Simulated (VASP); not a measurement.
Wanted: the native input for a VASP 6.6.1 run.

| Quantity | Value |
| --- | --- |
| Task | relaxation of cell and atoms |
| Functional | PBE |
| Potentials or basis | VASP PAW PBE potentials, release 64 (Hf_pv, B) |
| Cutoff | 600 eV |
| k mesh | 4 × 4 × 4 |
| Occupations | gaussian, width 0.1 eV |
| Spin | no spin polarisation |
| Dipole correction | no |
| Further INCAR settings | ALGO = Normal; EDIFF = 1e-06; IBRION = 2; EDIFFG = -0.04; NSW = 90; ISIF = 3 |

The structure of Hf3B lies in POSCAR:

```
Hf3B
1.0
    4.9221253200      0.0000000000      0.0000000000
    0.0000000000      4.9221253200      0.0000000000
    0.0000000000      0.0000000000      4.9221253200
Hf B
6 2
Direct
    0.2500000000      0.0000000000      0.5000000000
    0.7500000000      0.0000000000      0.5000000000
    0.0000000000      0.5000000000      0.2500000000
    0.0000000000      0.5000000000      0.7500000000
    0.5000000000      0.7500000000      0.0000000000
    0.5000000000      0.2500000000      0.0000000000
    0.0000000000      0.0000000000      0.0000000000
    0.5000000000      0.5000000000      0.5000000000
```

The cell was built by a generator and needn't be a form met in nature.

The cell isn't the ideal one: species swapped into the Mo3Os type (Pm-3n, No. 223).

These files were run (other wordings do the same):

INCAR

```
PREC = Accurate
ENCUT = 600
EDIFF = 1E-6
ISMEAR = 0
SIGMA = 0.1
LREAL = F
LASPH = T
NELM = 100
ALGO = Normal
ISIF = 3
LWAVE = F
LCHARG = F
GGA = PE
IBRION = 2
NSW = 90
EDIFFG = -0.04
```

KPOINTS

```
Automatic mesh
0
Gamma
  4 4 4
```

Potentials or basis: VASP PAW PBE potentials, release 64 (Hf_pv, B).

Run with:

```bash
$ cat potpaw_PBE.64/Hf_pv/POTCAR potpaw_PBE.64/B/POTCAR > POTCAR
$ mpirun -np 1 vasp_std > vasp.out
```

Results of the run:

```json
{"Relaxed volume": "17.89 Å³/atom", "Relaxed cell": "a = 5.230 Å, b = 5.230 Å, c = 5.230 Å, α = 90.00°, β = 90.00°, γ = 90.00°", "Space group after relaxing (to 0.05 Å)": "Pm-3n (No. 223)", "Energy gained by relaxing": "254.1 meV/atom", "Ionic steps": "4", "Pressure after relaxing": "-0.2 GPa", "Band gap on the k mesh": "none (metal or under the smearing width)"}
```

Caveat: the volume moved by over 15 % at a fixed basis, so the end points are rough.

Wall time 2 min on 1 thread of Intel(R) Xeon(R) Platinum 8488C (Sapphire Rapids) (shared host), peak memory 0.26 GiB.
